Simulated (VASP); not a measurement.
Ga, 4 atoms in the cell. Symmetry: Cmce, No. 64, orthorhombic system. Conventional cell: a = 4.571 Å, b = 7.747 Å, c = 4.593 Å, α = 90.00°, β = 90.00°, γ = 90.00°. Around Ga (site symmetry m) lie 7 Ga at 2.53 to 2.81 Å. 

| Property | Result |
| --- | --- |
| Program | VASP 6.6.1 |
| Task | relaxation of cell and atoms |
| Functional | PBE |
| Potentials or basis | VASP PAW PBE potentials, release 64 (Ga_d) |
| Cutoff | 600 eV |
| k mesh | 12 × 12 × 10 |
| Occupations | methfessel-paxton, width 0.1 eV |
| Spin | no spin polarisation |
| Further INCAR settings | ALGO = Normal; EDIFF = 1e-07; IBRION = 2; EDIFFG = -0.005; NSW = 90; ISIF = 3 |

Potentials or basis: VASP PAW PBE potentials, release 64 (Ga_d).

Run with:

```bash
$ cat potpaw_PBE.64/Ga_d/POTCAR > POTCAR
$ mpirun -np 2 vasp_std > vasp.out
```

Hardware: 2 MPI ranks on AMD EPYC 9R45 (Zen 5), with other jobs on the host.

Question: How long does it take, and how much memory?

Answer: Run time: 3.4 min on 2 MPI ranks on AMD EPYC 9R45 (Zen 5), on a shared host, peak memory 0.61 GiB a rank. Counts: scf iterations 14, k points 258, ion steps 1.
